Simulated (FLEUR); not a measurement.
Crystal: MoS2.

```
CELL_PARAMETERS angstrom
3.16900 0.00000 0.00000
-1.58450 2.74443 0.00000
0.00000 0.00000 12.32400
ATOMIC_POSITIONS crystal
Mo 0.66667 0.33333 0.75000
Mo 0.33333 0.66667 0.25000
S 0.66667 0.33333 0.37700
S 0.33333 0.66667 0.87700
S 0.66667 0.33333 0.12300
S 0.33333 0.66667 0.62300
```

Base run:

| Item | Value |
| --- | --- |
| Program | FLEUR MaX-R8.1 (later development tree) |
| Functional | LDA |
| Potentials or basis | all-electron |
| Basis | FLAPW |
| Kmax | 5.41 1/bohr |
| k mesh | 10 × 10 × 3 |
| Occupations | fermi-dirac, width 0.05 eV |
| Spin | no spin polarisation |

Its results: band gap on the k mesh 0.85 eV, indirect (least direct gap 1.86 eV).

Problem. The run is repeated on the same cell with these changes: functional from LDA to r2SCAN. What comes out?

Solution. Band gap on the k mesh 1.03 eV, indirect (least direct gap 1.99 eV).

r2SCAN gives the wider gap, since meta-GGAs in the generalised Kohn-Sham scheme recover part of the derivative discontinuity.

Caveats: the meta-GGA is that of a development version, with a GGA for the radial functions and cores and without core tails (some runs).

A k mesh can miss the band edges.
